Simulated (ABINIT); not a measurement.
Crystal: Sb.

```xyz
2
Lattice="2.1542 1.2437 3.7580 -2.1542 1.2437 3.7580 0.0000 -2.4875 3.7580" Properties=species:S:1:pos:R:3 pbc="T T T"
Sb    0.0000    0.0000    8.6416
Sb    0.0000    0.0000    2.6324
```

Base run:

- Program: ABINIT 10.8.3 (patched build)
- Functional: PW91
- Potentials or basis: JTH PAW PBE v2.0
- Cutoff: 517 eV
- k mesh: 8 × 8 × 8
- Occupations: fermi-dirac, width 0.05 eV
- Spin: no spin polarisation

Its results: band gap on the k mesh none (metal or under the smearing width); pressure 2.5 GPa; largest force 0.150 eV/Å.

Question: After a change of settings the same cell gave: band gap on the k mesh none (metal or under the smearing width); pressure 0.1 GPa; largest force 0.234 eV/Å. Which change was it?
A. functional from PW91 to RPBE
B. functional from PW91 to BLYP
C. functional from PW91 to revPBE
D. functional from PW91 to SCAN

Answer: D.

Caveats: the PAW data sets were made with another functional, which shifts forces and pressure a little; spin-orbit coupling is left out, which moves the levels of the heavy elements.
